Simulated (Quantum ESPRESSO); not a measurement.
SnO:

```xyz
4
Lattice="3.8137 0.0000 0.0000 0.0000 3.8137 0.0000 0.0000 0.0000 4.8869" Properties=species:S:1:pos:R:3 pbc="T T T"
Sn    1.9068    0.0000    3.7367
Sn    0.0000    1.9068    1.1503
O     0.0000    0.0000    0.0000
O     1.9068    1.9068    0.0000
```

The cell is a database's computed one.

Base run:

```yaml
Program: Quantum ESPRESSO 7.5
Functional: PBE
Potentials_or_basis: PseudoDojo 0.4.1 SR PBE standard
Cutoff: 1143 eV
Density_cutoff: 4572 eV
k_mesh: 6 × 6 × 4, shifted
Occupations: fermi-dirac, width 0.05 eV
Spin: no spin polarisation
```

Its results: pressure 4.1 GPa; largest force 0.452 eV/Å.

After a change of settings the same cell gave: pressure 3.2 GPa; largest force 0.391 eV/Å. Which change was it?
A. potentials or basis from PseudoDojo 0.4.1 SR PBE standard to PseudoDojo 0.4 FR PBE standard; spin from no spin polarisation to spin-orbit coupling, no magnetisation
B. functional from PBE to WC
C. potentials or basis from PseudoDojo 0.4.1 SR PBE standard to SG15 PBE 1.2; cutoff from 1143 eV to 1197 eV; density cutoff from 4572 eV to 4789 eV; k mesh from 6 × 6 × 4, shifted to 3 × 3 × 3
D. functional from PBE to PBEsol; potentials or basis from PseudoDojo 0.4.1 SR PBE standard to PseudoDojo 0.4.1 SR PBEsol standard

C.

Caveats: some runs use coarse meshes; the cell is more than 3 GPa from zero pressure, which shifts response properties (some runs).

Not every run made on this cell is shown here.
